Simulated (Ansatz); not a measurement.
Task: a convergence test of the plane-wave cutoff of Si, space group Fmmm, with Ansatz's Python interface. Give the script and its output. Settings (first run): PBEsol, PAW, cutoff 250 eV, 7×7×7 k-points, Fermi-Dirac smearing of 0.1 eV, D3BJ dispersion. The script varies cutoff (eV): 250, 350, 450, 550, 650, 750.

```
CELL_PARAMETERS angstrom
0.00000 2.65990 4.64324
2.42227 0.00000 4.64324
2.42227 2.65990 0.00000
ATOMIC_POSITIONS crystal
Si 0.72739 0.27261 0.72739
Si 0.27261 0.72739 0.27261
Si 0.77977 0.77977 0.22023
Si 0.22023 0.22023 0.77977
```

The script, `run_ecut.py`:
```python
"""Cutoff test for Si."""

import ansatz as az


def main() -> None:
    si = (
        az.Lattice.from_parameters(5.351147, 5.237088, 3.59756, alpha=71.85518, beta=68.43755, gamma=39.70727)
        .atom("Si", (0.727394, 0.272606, 0.727394))
        .atom("Si", (0.272606, 0.727394, 0.272606))
        .atom("Si", (0.779769, 0.779769, 0.220231))
        .atom("Si", (0.220231, 0.220231, 0.779769))
    )

    calc = (
        si.calculation()
        .mixing("msr1", preconditioner="resta")
        .occupations("fermi_dirac", width=0.1)
        .scf(extra_bands=6)
        .kpoints(7)  # sampling of the Brillouin zone
        .functional(az.Functional.PBESOL, dispersion="D3(BJ)")
        .initial_density(normalization="atom")
    )

    rows = []
    for value in [250, 350, 450, 550, 650, 750]:
        r = calc.basis(value).run(threads=1).report
        rows.append((value, r["free_energy_ev"] / len(r["lattice"]["sites"]), r["n_iterations"], r["n_pw"]))

    print(" cutoff (eV)   F/atom (eV)    iterations   plane waves")
    for row in rows:
        print(f"{str(row[0]):>12s}  {row[1]:12.5f}  {row[2]:12d}  {row[3]:12d}")

    # the last row is the reference
    for row in rows[:-1]:
        shift = 1000 * (row[1] - rows[-1][1])
        print(f"{row[0]}: {shift:+.2f} meV/atom" + ("  (within 5 meV)" if abs(shift) < 5 else ""))


if __name__ == "__main__":
    main()
```

`python run_ecut.py` gives:
```text
DeckWarning: basis.ecutwfc = 250 eV is below the records' recommended 420 eV, and the density's cutoff is lower with it unless basis.ecutrho_ratio is high enough to keep the records' density cutoff: compare with a run at a higher cutoff
DeckWarning: basis.ecutwfc = 350 eV is below the records' recommended 420 eV, and the density's cutoff is lower with it unless basis.ecutrho_ratio is high enough to keep the records' density cutoff: compare with a run at a higher cutoff
 cutoff (eV)   F/atom (eV)    iterations   plane waves
         250    -621.60772             7           527
         350    -621.66276             7           885
         450    -621.66711             7          1305
         550    -621.66717             7          1731
         650    -621.66725             7          2231
         750    -621.66726             7          2777
250: +59.54 meV/atom
350: +4.49 meV/atom  (within 5 meV)
450: +0.15 meV/atom  (within 5 meV)
550: +0.08 meV/atom  (within 5 meV)
650: +0.01 meV/atom  (within 5 meV)
```
(Warnings from the package without file and line.)

From 350 eV on it stays within 5 meV an atom of the value at 750 eV; the first row (250 eV) is off by 59.5 meV and the last but one by 0.01 meV. The energy falls steadily, as expected when plane waves are added.

What to keep in mind:
- Dispersion corrections can be off by several per cent in the lattices of metals, and by several GPa in the pressure at a fixed cell.
- For a metal this k-point mesh is coarse: on a finer one energies can move by several to tens of meV an atom and pressures by half a GPa or more, differences at one mesh by less.
- This isn't the structure that Si takes at ambient conditions.
- Shifts are counted from the last row, which is itself no proven limit.
- Timing: 18 s on 1 thread of Arm Neoverse V2, on a shared host, peak memory 0.45 GiB.
